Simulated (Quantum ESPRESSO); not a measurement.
## GaSb: equation of state with rev-vdW-DF2

Crystal: GaSb.

```
CELL_PARAMETERS angstrom
0.00000 3.05900 3.05900
3.05900 0.00000 3.05900
3.05900 3.05900 0.00000
ATOMIC_POSITIONS crystal
Sb 0.75000 0.75000 0.75000
Ga 0.00000 0.00000 0.00000
```

| Item | Value |
| --- | --- |
| Program | Quantum ESPRESSO 7.5 |
| Task | equation of state |
| Functional | rev-vdW-DF2 |
| Potentials or basis | PseudoDojo 0.4.1 SR PBE standard |
| Cutoff | 1088 eV |
| Density cutoff | 4354 eV |
| k mesh | 8 × 8 × 8 |
| Occupations | fermi-dirac, width 0.05 eV |
| Spin | no spin polarisation |

```json
{"Equilibrium volume": "29.35 Å³/atom", "Bulk modulus": "47 GPa", "Pressure derivative of the bulk modulus": "4.4"}
```

Energy against volume, from the lowest point:
```
volume (Å³/atom)  energy (meV/atom)
          26.907              34.41
          27.480              19.36
          28.052               8.91
          28.625               2.59
          29.197               0.00
          29.770               0.77
          30.342               4.52
```

All runs of the series together: 8.1 min on 1 thread of AMD EPYC 9R45 96-Core Processor (Zen 5), on a shared host.

Caveat: the potentials were made for another functional, which shifts forces and pressure. Spin-orbit coupling is left out, which matters for the levels of Sb.
